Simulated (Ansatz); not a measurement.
# SiO2: a shear that moves c along a

The task here is to estimate one member of a computed series from the others.

Method: DFT LDA, scalar-relativistic, plane waves, PAW, in Ansatz 0.2.0.

## Starting point

The structure is orthorhombic, space group Fddd (No. 70). The conventional cell has a = 4.719 Å, b = 9.433 Å, c = 14.726 Å, α = 90.00°, β = 90.00°, γ = 90.00°. Around Si (site symmetry 2) lie 4 O at 1.60 to 1.62 Å. O (site symmetry -1) is surrounded by 2 Si at 1.60 Å. Around O (site symmetry 2) lie 2 Si at 1.62 Å.

As a file:

```cif
data_structure
_symmetry_space_group_name_H-M 'P 1'
_symmetry_Int_Tables_number 1
_cell_length_a 8.7438
_cell_length_b 7.7316
_cell_length_c 5.2736
_cell_angle_alpha 82.152
_cell_angle_beta 61.159
_cell_angle_gamma 36.689
_cell_volume 163.87
loop_
_atom_site_label
_atom_site_type_symbol
_atom_site_fract_x
_atom_site_fract_y
_atom_site_fract_z
_atom_site_occupancy
Si1 Si 0.56323 0.56323 0.93677 1
Si2 Si 0.31323 0.31323 0.68677 1
Si3 Si 0.68677 0.68677 0.31323 1
Si4 Si 0.93677 0.93677 0.56323 1
O1 O 0.62500 0.12500 0.62500 1
O2 O 0.62500 0.62500 0.12500 1
O3 O 0.62500 0.62500 0.62500 1
O4 O 0.12500 0.62500 0.62500 1
O5 O 0.18656 0.81344 0.18656 1
O6 O 0.81344 0.18656 0.81344 1
O7 O 0.43656 0.06344 0.43656 1
O8 O 0.06344 0.43656 0.06344 1
```

The structure comes from the Materials Project (structure only).

The first run:

(A quick probe on a coarse mesh, which set the mesh and smearing, is not shown.)

The input, input.yaml:

```yaml
crystal:
  lattice:
    - [0.0, 4.71625711, 7.3627753715]
    - [2.3595806657, 0.0, 7.3627753715]
    - [2.3595806657, 4.71625711, 0.0]
  atoms:
    - { symbol: Si, position: [0.56323108, 0.56323108, 0.93676892] }
    - { symbol: Si, position: [0.31323108, 0.31323108, 0.68676892] }
    - { symbol: Si, position: [0.68676892, 0.68676892, 0.31323108] }
    - { symbol: Si, position: [0.93676892, 0.93676892, 0.56323108] }
    - { symbol: O, position: [0.625, 0.125, 0.625] }
    - { symbol: O, position: [0.625, 0.625, 0.125] }
    - { symbol: O, position: [0.625, 0.625, 0.625] }
    - { symbol: O, position: [0.125, 0.625, 0.625] }
    - { symbol: O, position: [0.1865604, 0.8134396, 0.1865604] }
    - { symbol: O, position: [0.8134396, 0.1865604, 0.8134396] }
    - { symbol: O, position: [0.4365604, 0.0634396, 0.4365604] }
    - { symbol: O, position: [0.0634396, 0.4365604, 0.0634396] }
basis:
  ecutwfc: 420
kpoints:
  mp_grid: { grid: [6, 6, 6] }
hamiltonian:
  xc: lda
scf:
  occupations: { method: gaussian, width: 0.02 }
output:
  forces: true
  stress: true
  eigenvalues: true
relax:
  adjacent_minimum: "off"
  f_tol: 0.005
  max_steps: 80
  cell: { stress_tol: 0.05 }
```

Launch:

```sh
> ansatz run input.yaml --threads 2 --pin off --max-ram 5120MiB --backend cpu --events-out ev --progress --plain --runs-dir out
```

Steps of the session up to this table: Full relaxation; The unstrained reference; The gap over the whole zone; Strain -1.5 %; Seeking the band edges at -1.5 %; Strain +1.5 %; Band edges over the zone at +1.5 %; Strain -3.0 %; Seeking the band edges at -3.0 %; Strain +3.0 %; Seeking the band edges at +3.0 %.

One of the session's tables, all rows but one given; the rest of the session is left out.

It belongs to the step «Energy, stress and gap against strain». Lengths are those of the vectors of the cell that was run; stresses in GPa:

| strain (%) | ΔE (meV/atom) | c (Å) |
| --- | --- | --- |
| -3.0 | 2.8 | 5.195 |
| -1.5 | 0.7 | 5.223 |
| +0.0 | 0.0 | 5.252 |
| +1.5 | ? | ? |
| +3.0 | 2.7 | 5.312 |

**Question.** Estimate the row for strain (%) = +1.5.

Worked estimate for «ΔE (meV/atom)». A straight line through the neighbours (0.0, 0.0) and (3.0, 2.7) gives 0.0 + (2.7 − 0.0) × (1.5 − 0.0) / (3.0 − 0.0) = 1.4; a parabola fitted to 3 rows on both sides gives 0.7.

**Answer.** ΔE (meV/atom): 0.7; c (Å): 5.282. In «ΔE (meV/atom)» the line misses by +0.7 and the parabola by 0.0.

ΔE is over the unstrained cell. Stress in GPa, positive in compression, on the Cartesian axes of the input.

Caveats from the session: Warnings in the runs' records: stress scf threshold loose.
